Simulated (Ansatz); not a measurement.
# N on Ni(111): change of the work function, part 4 of 4

How does N on the fcc site change the work function of Ni(111) as the layer fills?

Ansatz 0.2.0; plane-wave DFT, PBE, Ansatz PAW.

So far, work function, upper face (eV): step 2 (the clean slab) 5.07; step 3 (37 atoms, coverage 0.111 ML, cell 3x3) 5.34; step 4 (17 atoms, coverage 0.25 ML, cell 2x2) 5.69.

## 5. Adsorbate added, k-mesh 6×6×1, coverage 0.5 ML

System of this step: Ni8N (N/Ni(111)). The cell holds 18 atoms: 16 Ni and 2 N. Cell: a = 4.978 Å, b = 4.978 Å, c = 25.466 Å, α = 90.0°, β = 90.0°, γ = 60.0°. Vacuum lies along c.

Another coverage, to see how the dipoles act on each other as their distance changes.

File input.yaml:

```yaml
crystal:
  lattice:
    - [4.9780317395, 0.0, 0.0]
    - [2.4890158698, 4.3111019473, 0.0]
    - [0.0, 0.0, 25.4661806774]
  atoms:
    - { symbol: Ni, position: [0.0, 0.0, 0.3534098856], spin: 0.7 }
    - { symbol: Ni, position: [0.1666666667, 0.1666666667, 0.4332127022], spin: 0.72 }
    - { symbol: Ni, position: [0.3333333333, 0.3333333333, 0.51275018], spin: 0.72 }
    - { symbol: Ni, position: [0.0, 0.0, 0.5914890919], spin: 0.7 }
    - { symbol: Ni, position: [0.0, 0.5, 0.3534098856], spin: 0.7 }
    - { symbol: Ni, position: [0.1666666667, 0.6666666667, 0.4332127022], spin: 0.72 }
    - { symbol: Ni, position: [0.3333333333, 0.8333333333, 0.51275018], spin: 0.72 }
    - { symbol: Ni, position: [0.0, 0.5, 0.5914890919], spin: 0.7 }
    - { symbol: Ni, position: [0.5, 0.0, 0.3534098856], spin: 0.7 }
    - { symbol: Ni, position: [0.6666666667, 0.1666666667, 0.4332127022], spin: 0.72 }
    - { symbol: Ni, position: [0.8333333333, 0.3333333333, 0.51275018], spin: 0.72 }
    - { symbol: Ni, position: [0.5, 0.0, 0.5914890919], spin: 0.7 }
    - { symbol: Ni, position: [0.5, 0.5, 0.3534098856], spin: 0.7 }
    - { symbol: Ni, position: [0.6666666667, 0.6666666667, 0.4332127022], spin: 0.72 }
    - { symbol: Ni, position: [0.8333333333, 0.8333333333, 0.51275018], spin: 0.72 }
    - { symbol: Ni, position: [0.5, 0.5, 0.5914890919], spin: 0.7 }
    - { symbol: "N", position: [0.1666666667, 0.1666666667, 0.6465901144] }
    - { symbol: "N", position: [0.6666666667, 0.1666666667, 0.6465901144] }
magnetization:
  spin_polarized: true
kpoints:
  mp_grid: { grid: [6, 6, 1] }
hamiltonian:
  xc: pbe
scf:
  occupations: { method: fermi_dirac, width: 0.1 }
  convergence: { dr2_threshold: 1.0e-08 }
efield:
  axis: 3
  dipole_correction: true
  ramp_position: 0.97
  ramp_width: 0.06
relax:
  f_tol: 0.02
  max_steps: 60
  constraints: [{ sites: [0, 1, 4, 5, 8, 9, 12, 13] }]
output:
  dos: { projected: true, e_range: [-8, 4] }
  write_potential: true
  write_density: true
  volumetric_format: npy
  elf: true
```

Command:

```sh
$ ansatz run input.yaml --threads 4 --pin off --max-ram 16384MiB --backend cpu --events-out ev --progress --plain --runs-dir out
```

Numbers of over 12 decimals in the logs are rounded to 6 here.

The program printed:

```text
[...]
Crystal: 18 atoms, lattice volume = 546.525 Å³
Basis set: ecut = 420 eV, 10663 PW (Γ), exchange–correlation on 72×72×360 points (8 copies of the dense FFT grid, shifted against one another)
Bands: 186, of which v1, the nominal top of the filled ones, is band 149 counted from 1 (148 counted from 0)
[...]
- { symbol: Ni, position: [0.5, 0.5, 0.353410] }
    - { symbol: Ni, position: [0.66666666665, 0.666667, 0.433213] }
    - { symbol: Ni, position: [0.833966, 0.832069, 0.513277] }
    - { symbol: Ni, position: [0.504491, 0.491018, 0.593242] }
    - { symbol: N, position: [0.161330, 0.177341, 0.635731] }
    - { symbol: N, position: [0.661330, 0.177341, 0.635731] }
[key lines of the parts left out:]
SCF converged after 10 iterations
Magnetization: 7.6063 μB (152.8032 up, 145.1968 down)
Free energy (F): -94197.851439 eV
Fermi energy:    2.298212 eV
Dipole field:    D = -0.048655 V/Å  (p = -0.146953 e·Å, saw-weighted, corrected)
Work function:   Φ+ = 6.3194 eV   Φ− = 5.0803 eV
```

It took 16 min on 4 threads of Intel Xeon Platinum 8259CL at 2.50GHz (Skylake/Cascade Lake), shared host; peak memory 3.9 GiB; 61 min of CPU time.

Relaxation path:

```
step  energy less that of the first step (eV)  largest force component (eV/Å)
   1                                   0.0000                          3.9519
   2                                  -0.9340                          3.1333
   3                                  -1.8124                          1.0619
   4                                  -1.8312                          0.7804
   5                                  -1.8800                          0.1396
   6                                  -1.8840                          0.0213
   7                                  -1.8841                          0.0020
```

Forces are held to the 4 operations that the run works with; a distortion that breaks them can't arise in this run.

The atoms that moved most (Å):

```
atom     dx      dy      dz  length
 N18  0.000   0.046  -0.277   0.280
 N17  0.000   0.046  -0.277   0.280
 Ni4  0.000  -0.066   0.152   0.166
Ni12  0.000  -0.066   0.152   0.166
Ni16  0.000  -0.039   0.045   0.059
 Ni8  0.000  -0.039   0.045   0.059
Ni11  0.000  -0.008  -0.020   0.022
 Ni3  0.000  -0.008  -0.020   0.022
```

Final coordinates:

```cif
data_structure
_symmetry_space_group_name_H-M 'P 1'
_symmetry_Int_Tables_number 1
_cell_length_a 4.9780
_cell_length_b 4.9780
_cell_length_c 25.4662
_cell_angle_alpha 90.000
_cell_angle_beta 90.000
_cell_angle_gamma 60.000
_cell_volume 546.52
loop_
_atom_site_label
_atom_site_type_symbol
_atom_site_fract_x
_atom_site_fract_y
_atom_site_fract_z
_atom_site_occupancy
Ni1 Ni 0.00000 0.00000 0.35341 1
Ni2 Ni 0.16667 0.16667 0.43321 1
Ni3 Ni 0.33427 0.33145 0.51195 1
Ni4 Ni 0.00760 0.98480 0.59747 1
Ni5 Ni 0.00000 0.50000 0.35341 1
Ni6 Ni 0.16667 0.66667 0.43321 1
Ni7 Ni 0.33397 0.83207 0.51328 1
Ni8 Ni 0.00449 0.49102 0.59324 1
Ni9 Ni 0.50000 0.00000 0.35341 1
Ni10 Ni 0.66667 0.16667 0.43321 1
Ni11 Ni 0.83427 0.33145 0.51195 1
Ni12 Ni 0.50760 0.98480 0.59747 1
Ni13 Ni 0.50000 0.50000 0.35341 1
Ni14 Ni 0.66667 0.66667 0.43321 1
Ni15 Ni 0.83397 0.83207 0.51328 1
Ni16 Ni 0.50449 0.49102 0.59324 1
N17 N 0.16133 0.17734 0.63573 1
N18 N 0.66133 0.17734 0.63573 1
```

The relaxation took 7 steps and lowered the energy by 1.9 eV; the largest force on the free atoms ends at 0.0020 eV/Å.

The covered face has 6.32 eV, +1.25 eV against the clean one; the bare back face has moved by -0.00 eV, a measure of how thin the slab is.

## 6. The covered slab, k-mesh 12×12×1, coverage 1 ML

System of this step: Ni4N (N/Ni(111)). The cell holds 5 atoms: 4 Ni and 1 N. Its edges and angles: a = 2.489 Å, b = 2.489 Å, c = 25.466 Å, α = 90.0°, β = 90.0°, γ = 60.0°. Vacuum lies along c.

Another coverage, to see how the dipoles act on each other as their distance changes.

input.yaml, the sections that differ from step 5:

```yaml
crystal:
  lattice:
    - [2.4890158698, 0.0, 0.0]
    - [1.2445079349, 2.1555509736, 0.0]
    - [0.0, 0.0, 25.4661806774]
  atoms:
    - { symbol: Ni, position: [0.0, 0.0, 0.3534098856], spin: 0.7 }
    - { symbol: Ni, position: [0.3333333333, 0.3333333333, 0.4332127022], spin: 0.72 }
    - { symbol: Ni, position: [0.6666666667, 0.6666666667, 0.51275018], spin: 0.72 }
    - { symbol: Ni, position: [0.0, 0.0, 0.5914890919], spin: 0.7 }
    - { symbol: "N", position: [0.3333333333, 0.3333333333, 0.6465901144] }
kpoints:
  mp_grid: { grid: [12, 12, 1] }
relax:
  f_tol: 0.02
  max_steps: 60
  constraints: [{ sites: [0, 1] }]
output:
  write_potential: true
  write_density: true
  volumetric_format: npy
# magnetization, hamiltonian, scf, efield: as in step 5
```

The program printed:

```text
[...]
Crystal: 5 atoms, lattice volume = 136.631 Å³
Basis set: ecut = 420 eV, 2551 PW (Γ), exchange–correlation on 36×36×360 points (8 copies of the dense FFT grid, shifted against one another)
Bands: 48, of which v1, the nominal top of the filled ones, is band 39 counted from 1 (38 counted from 0)
[...]
F+E_penalty+E_count = -23740.23838784 eV   max|allowed force component| = 8.717e-3 eV/Å
  atoms:
[...]
- { symbol: Ni, position: [0.333333, 0.333333, 0.4332127022] }
    - { symbol: Ni, position: [0.666667, 0.666667, 0.512683] }
[...]
- { symbol: N, position: [0.333333, 0.333333, 0.640089] }
[key lines of the parts left out:]
SCF converged after 15 iterations
Magnetization: 1.7189 μB (39.3595 up, 37.6405 down)
Free energy (F): -23740.238388 eV
Fermi energy:    2.288375 eV
Dipole field:    D = -0.093117 V/Å  (p = -0.070310 e·Å, saw-weighted, corrected)
Work function:   Φ+ = 7.4536 eV   Φ− = 5.0823 eV
```

Run time: 74 s. Hardware: 4 threads; peak memory 0.64 GiB.

Step by step:

```
step  energy less that of the first step (eV)  largest force component (eV/Å)
   1                                   0.0000                          3.6659
   2                                  -0.2985                          2.9674
   3                                  -0.4786                          2.0557
   4                                  -0.6108                          0.1466
   5                                  -0.6124                          0.0087
```

The run keeps the 6 symmetry operations that it works with, so distortions that break them were not tested.

The atoms that moved most (Å):

```
atom     dx     dy      dz  length
  N5  0.000  0.000  -0.166   0.166
 Ni4  0.000  0.000   0.137   0.137
```

The relaxed structure:

```
Ni N
1.0
     2.48902    0.00000    0.00000
     1.24451    2.15555    0.00000
     0.00000    0.00000   25.46618
Ni N
4 1
Direct
  0.00000 0.00000 0.35341
  0.33333 0.33333 0.43321
  0.66667 0.66667 0.51268
  0.00000 0.00000 0.59686
  0.33333 0.33333 0.64009
```

The relaxation took 5 steps and lowered the energy by 0.61 eV; the largest force on the free atoms ends at 0.0087 eV/Å.

The covered face has 7.45 eV, +2.38 eV against the clean one; the bare back face has moved by +0.00 eV, a measure of how thin the slab is.

## 7. Work function against coverage

This step: plane-wave DFT, PBE, Ansatz PAW; work function against coverage (Ansatz 0.2.0).

The runs are now put side by side.

Numbers from this step:

```yaml
work_function_of_the_clean_face: 5.072 eV
largest_change_of_the_work_function: 2.382 eV
```

Table of work function of the covered face by coverage:

```
coverage (adsorbates/nm²)  work function of the covered face (eV)
                     0.00                                    5.07
                     2.07                                    5.34
                     4.66                                    5.69
                     9.32                                    6.32
                    18.64                                    7.45
```

The dipole per adsorbate comes from the change of the cell's dipole. Coverage, by row:

```
coverage (1/nm²)  coverage (ML)  work function (eV)  change (eV)  dipole per adsorbate, positive end outwards (debye)  mean height of the added atoms over the highest substrate atom (Å)
           2.071         0.1111                5.34       0.2685                                               -0.347                                                              0.9589
            4.66           0.25               5.693       0.6213                                               -0.356                                                              0.9791
           9.319            0.5               6.319        1.247                                               -0.356                                                              0.9743
           18.64              1               7.454        2.382                                               -0.339                                                               1.101
```

## 8. What came out

```yaml
work_function_of_the_clean_face: 5.07 eV
work_function_at_0p11_ml: 5.34 eV
work_function_at_0p25_ml: 5.69 eV
work_function_at_0p5_ml: 6.32 eV
work_function_at_1_ml: 7.45 eV
dipole_per_adsorbate_at_0p11_ml_positive_end_outwards: -0.35 D
```

**Reading.** N raises the work function of Ni(111) at the lowest coverage, by 0.27 eV: the adsorbate layer has its negative end outwards. The slab has 4 layers, at the tabulated experimental lattice constant, one starting site was run, and quantum-size effects of a slab this thin can reach one or two tenths of an eV. The magnetic order is the one reached from the typed start; other orders were not compared.

[Logs are printed without paths, hosts, clocks, repeated set-up lines and the standing remarks that a program may print on its own settings, such as how far it seeks lower states.]

[Hosts, paths, dates, database ids (printed as entryN), source tags and the programs' standing remarks are cut or masked in the printed files.]

[Maps of the electrostatic potential energy from Ansatz leave out the sawtooth potential of an applied field or a dipole correction, so their vacuum need not be flat; planar profiles and work functions include it.]
